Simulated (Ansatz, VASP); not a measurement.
HfO2 in VASP and in Ansatz

INCAR

```
  PREC = Accurate
  ENCUT = 520
  EDIFF = 1E-7
  ISMEAR = 0
  SIGMA = 0.1
  LREAL = False
  LASPH = True
  NELM = 100
  ALGO = Normal
  ISIF = 2
  LWAVE = False
  LCHARG = False
  GGA = PE
  NBANDS = 18
```

KPOINTS

```
regular mesh
0
Gamma
  6 6 6
```

The input POSCAR:

```
HfO2
1.0
    0.0000000000      2.5575000000      2.5575000000
    2.5575000000      0.0000000000      2.5575000000
    2.5575000000      2.5575000000      0.0000000000
Hf O
1 2
Direct
    0.0000000000      0.0000000000      0.0000000000
    0.2500000000      0.2500000000      0.2500000000
    0.7500000000      0.7500000000      0.7500000000
```

Input for Ansatz:

```yaml
crystal:
  lattice:
    - [0.0, 2.5575, 2.5575]
    - [2.5575, 0.0, 2.5575]
    - [2.5575, 2.5575, 0.0]
  atoms:
    - { symbol: Hf, position: [0.0, 0.0, 0.0] }
    - { symbol: O, position: [0.25, 0.25, 0.25] }
    - { symbol: O, position: [0.75, 0.75, 0.75] }
basis:
  ecutwfc: 420
kpoints:
  mp_grid: { grid: [6, 6, 6] }
hamiltonian:
  xc: pbe
scf:
  occupations: { method: gaussian, width: 0.1 }
output:
  forces: true
  stress: true
  eigenvalues: true
```

Measurements of this composition are mostly on another form, of space group No. 14.

Alike in both runs: task single point; functional PBE; k mesh 6 × 6 × 6; occupations gaussian, width 0.1 eV; no spin polarisation.

```csv
,VASP,Ansatz
version,VASP 6.6.1,Ansatz 0.2.0
potentials or method,"VASP PAW PBE potentials, release 64 (Hf_pv, O)","scalar-relativistic, plane waves, PAW"
plane-wave cutoff (eV),520,420
valence electrons in the cell,22,38
```

Ansatz gave:

- gap on the k mesh at the Fermi level (eV): 3.72
- least direct gap on the mesh (eV): 3.72
- pressure (GPa): -2.5

**Question.** What did VASP give for the same quantities?

**Answer.** gap on the k mesh at the Fermi level (eV): 3.73; least direct gap on the mesh (eV): 3.73; pressure (GPa): -6.0.

One of these differences is far larger than is usual between the two programs; its cause wasn't traced. With one functional, cell and mesh, what is left measures potentials, basis and numerics. The two sets of potentials don't hold the same shells in valence.

Caveats: spin-orbit coupling is left out, which moves the levels of the heavy elements. A k mesh can miss the band edges.
